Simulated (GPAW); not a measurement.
Write an ASE script for GPAW 26.7.0 that does the following.

| Property | Result |
| --- | --- |
| Task | band structure |
| Functional | r2SCAN |
| Potentials or basis | GPAW PAW data sets (gpaw-data 1.2.1) |
| Cutoff | 800 eV |
| Basis | pw |
| k mesh | 5 × 5 × 5 |
| Occupations | fermi-dirac, width 0.05 eV |
| Spin | no spin polarisation |
| Maxiter | 150 |
| Band path | GXSRAZGYX1A1TY,ZT |
| Band points | 60 |

The system is BaTiO3 (Barioperovskite).

```xyz
5
Lattice="3.9855 0.0000 0.0000 0.0000 2.8369 2.8451 0.0000 -2.8369 2.8451" Properties=species:S:1:pos:R:3 pbc="T T T"
Ba    0.0000    0.0000    0.0000
Ti    1.9928    0.0000    2.9157
O     1.9928    1.3804    4.2594
O     1.9928   -1.3804    4.2594
O     0.0000    0.0000    2.7735
```

These files were run (other wordings do the same):

run.py

```python
from ase import Atoms
from ase.dft.bandgap import bandgap
from ase.io import write
from ase.units import GPa
from gpaw import GPAW, PW

atoms = Atoms(['Ba', 'Ti', 'O', 'O', 'O'],
              cell=[[3.9855, 0.0, 0.0],
                    [0.0, 2.8369, 2.84515],
                    [0.0, -2.8369, 2.84515]],
              scaled_positions=[[0.0, 0.0, 0.0],
                                [0.5, 0.5124, 0.5124],
                                [0.5, 0.99184, 0.50524],
                                [0.5, 0.50524, 0.99184],
                                [0.0, 0.4874, 0.4874]],
              pbc=True)

calc = GPAW(mode=PW(800),
            xc='MGGA_X_R2SCAN+MGGA_C_R2SCAN',
            kpts={'size': (5, 5, 5), 'gamma': True},
            occupations={'name': 'fermi-dirac', 'width': 0.05},
            nbands=36,
            convergence={'density': 1e-05, 'energy': 1e-05},
            maxiter=150,
            txt='gpaw.txt')
atoms.calc = calc
energy = atoms.get_potential_energy()
forces = atoms.get_forces()
stress = atoms.get_stress()
calc.write('gs.gpw')
write('result.traj', atoms)
print(f'Energy: {energy:.6f} eV')
print('Forces (eV/A):')
print(forces.round(4))
print('Stress (GPa):', (stress / GPa).round(3))
print('Fermi level:', round(calc.get_fermi_level(), 4), 'eV')
print(f'Gap: {bandgap(calc)[0]:.4f} eV, direct: {bandgap(calc, direct=True)[0]:.4f} eV')

path = atoms.cell.bandpath('GXSRAZGYX1A1TY,ZT', npoints=60, eps=1e-4)
bs_calc = calc.fixed_density(kpts=path, symmetry='off', nbands=53,
                             convergence={'bands': 'CBM+6.0', 'eigenstates': 1e-6}, txt='bands.txt')
bs = bs_calc.band_structure()
bs.write('bs.json')
print(f'Gap on the path: {bandgap(bs_calc)[0]:.4f} eV')
```

Potentials or basis: GPAW PAW data sets (gpaw-data 1.2.1), pw.

Launch:

```console
$ OMP_NUM_THREADS=1 python run.py
```

It gave:

```
Pressure                : 0.6 GPa
Largest force           : 0.291 eV/Å
Band gap on the k mesh  : 2.39 eV, indirect (least direct gap 2.46 eV)
Band gap along the path : 2.25 eV, indirect (least direct gap 2.46 eV)
```

Caveat: the PAW data sets were made with another functional, which shifts forces and pressure a little; spin-orbit coupling is left out, which moves the levels of the heavy elements; the mesh misses the band edges, which the band path finds closer together.

Wall time 6.2 min on 1 thread of Arm Neoverse V2, on a shared host, peak memory 0.71 GiB.
